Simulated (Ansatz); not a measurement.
**KTaO3: band structure with RPBE**

Crystal: KTaO3.

```
Ta K O
1.0
     3.98830    0.00000    0.00000
     0.00000    3.98830    0.00000
     0.00000    0.00000    3.98830
Ta K O
1 1 3
Direct
  0.00000 0.00000 0.00000
  0.50000 0.50000 0.50000
  0.00000 0.00000 0.50000
  0.00000 0.50000 0.00000
  0.50000 0.00000 0.00000
```

```
Program                             : Ansatz 0.2.0
Task                                : band structure
Functional                          : RPBE
Potentials or basis                 : Ansatz PAW
Cutoff                              : 420 eV (not typed: the program's choice for these potentials)
k mesh                              : 7 × 7 × 7
Occupations                         : fermi-dirac, width 0.05 eV
Spin                                : no spin polarisation
Path                                : [["G", "X", "M", "G", "R", "X"], ["M", "R"]]
Points for each segment of the path : 14
```

The pressure is 9.8 GPa. The band gap on the k mesh is 2.33 eV, indirect (least direct gap 2.88 eV) and the band gap along the path is 2.28 eV, indirect (least direct gap 2.88 eV).

Levels at the corners of the path, in eV from the valence-band top:
```
point  band 18  band 19  band 20  band 21  band 22  band 23
    Γ    -0.61    -0.61    -0.61     2.28     2.28     2.28
    X    -1.48    -0.83    -0.83     2.43     5.08     5.08
    M    -1.41    -1.41    -0.04     5.12     5.12     6.41
    Γ    -0.61    -0.61    -0.61     2.28     2.28     2.28
    R     0.00     0.00     0.00     6.54     6.54     6.54
    X    -1.48    -0.83    -0.83     2.43     5.08     5.08
    M    -1.41    -1.41    -0.04     5.12     5.12     6.41
    R     0.00     0.00     0.00     6.54     6.54     6.54
```

Run time: 6.4 s on 2 threads of Intel(R) Xeon(R) Processor @ 2.50GHz (Skylake/Cascade Lake), on a shared host, peak memory 0.38 GiB.

Caveat: the k mesh misses the band edges, so the gap on the mesh is wider than the one along the path; the pressure holds a Pulay correction of +0.5 GPa for the finite cutoff; spin-orbit coupling is left out, which moves the levels of the heavy elements; the PAW data sets come from PBE, with cores solved anew for the run's functional, which leaves a small shift of forces and pressure. RPBE gaps usually lie below the measured ones, often by a third to a half.
